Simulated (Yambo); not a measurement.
## SiC: changing the choice of potentials or basis

Space group F-43m (No. 216). a = 4.358 Å, b = 4.358 Å, c = 4.358 Å, α = 90.00°, β = 90.00°, γ = 90.00°
| atom | site | symmetry | x | y | z |
| --- | --- | --- | --- | --- | --- |
| Si | 4a | -43m | 0.0000 | 0.0000 | 0.0000 |
| C | 4c | -43m | 0.2500 | 0.2500 | 0.2500 |

Kept alike: task optical spectrum; functional PBE; k mesh 6 × 6 × 6; occupations fixed; no spin polarisation. Program: Yambo. Cutoffs run from 952 to 1116 eV. The mesh is that of the run's cell of 2 atoms. No spin-orbit coupling.

| choice of potentials or basis | band gap (eV) |
| --- | --- |
| Ansatz NC SR PBE | 1.349 |
| PseudoDojo 0.4 SR PBE stringent | 1.363 |
| PseudoDojo 0.4.1 SR PBE standard | 1.363 |
| PseudoDojo 0.5 SR PBE standard | 1.363 |
| SG15 PBE 1.2 | 1.385 |
| SPMS 1.0 PBE | 1.362 |

A gap read on the mesh alone can miss an edge between its points.

**Question.** What does the choice of potentials or basis change here?

**Answer.** The band gap runs from 1.349 (Ansatz NC SR PBE) to 1.385 eV (SG15 PBE 1.2). Measured: 2.4 eV (pmc:7200658, doi:10.1038/s41598-020-64415-4). Semilocal gaps run low as a rule. The gap moves here only through the cell or the potentials.
